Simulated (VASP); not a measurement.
Runs of VASP 6.6.1 on C. The structure is cubic, space group Fd-3m (No. 227). The conventional cell has a = 3.567 Å, b = 3.567 Å, c = 3.567 Å, α = 90.00°, β = 90.00°, γ = 90.00°. C (site symmetry -43m) has 4 C at 1.54 Å as nearest neighbours. This isn't the form of C at room conditions, which is graphite.

| level | potentials or basis | k mesh | grid for exact exchange (PRECFOCK) | screening parameter | gap on the mesh (eV) | pressure (GPa) |
| --- | --- | --- | --- | --- | --- | --- |
| LDA | VASP PAW LDA potentials, release 64 (C) | 11 × 11 × 11 | - | - | 4.10 | -11.6 |
| r2SCAN | VASP PAW PBE potentials, release 64 (C) | 11 × 11 × 11 | - | - | (b) | -1.3 |
| PBEsol | VASP PAW PBE potentials, release 64 (C) | 11 × 11 × 11 | - | - | 4.00 | (a) |
| HSE06 | VASP PAW PBE potentials, release 64 (C) | 8 × 8 × 8 | Fast | 0.2 1/A | 5.30 | (c) |

Alike in all rows: task single point; no spin polarisation; cell as given; cutoff (eV) 520; smearing fermi-dirac 0.02 eV.

Question: Estimate the missing entries.

Answer: (a) -3.8; (b) 4.32; (c) -7.4.

Caveats: an odd mesh through Γ misses points on the zone boundary, where band edges often lie (some runs); the PAW data sets were made with another functional, which shifts forces and pressure a little (some runs).

Runs at the PBE level aren't shown here.
